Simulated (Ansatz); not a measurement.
La in Ansatz: the effect of functional

La:

```
La
1.0
     3.79935    0.00000    0.00000
    -1.89967    3.29033    0.00000
     0.00000    0.00000    6.14988
La
2
Direct
  0.66667 0.33333 0.75000
  0.33333 0.66667 0.25000
```

This isn't the form of La at room conditions, which is double hcp.

The cell isn't the ideal one: volume scaled by 1.04.

Alike in all runs:

```yaml
Program: Ansatz 0.2.0
Task: single point
Potentials_or_basis: Ansatz PAW
k_mesh: 8 × 8 × 5
Occupations: fermi-dirac, width 0.05 eV
Spin: no spin polarisation
```

| functional | cutoff | pressure (GPa) |
| --- | --- | --- |
| LDA | 420 eV (not typed: the program's choice for these potentials) | ? |
| r2SCAN | 500 eV (not typed: the program's choice for these potentials) | -0.1 |
| PBE | 420 eV (not typed: the program's choice for these potentials) | -0.4 |

Task: What does the run with functional LDA give?

Result: Pressure -3.6 GPa.

Caveats: the PAW data sets come from PBE, with cores solved anew for the run's functional, which leaves a small shift of forces and pressure (some runs); the magnetic or orbital state may not be the lowest (some runs).
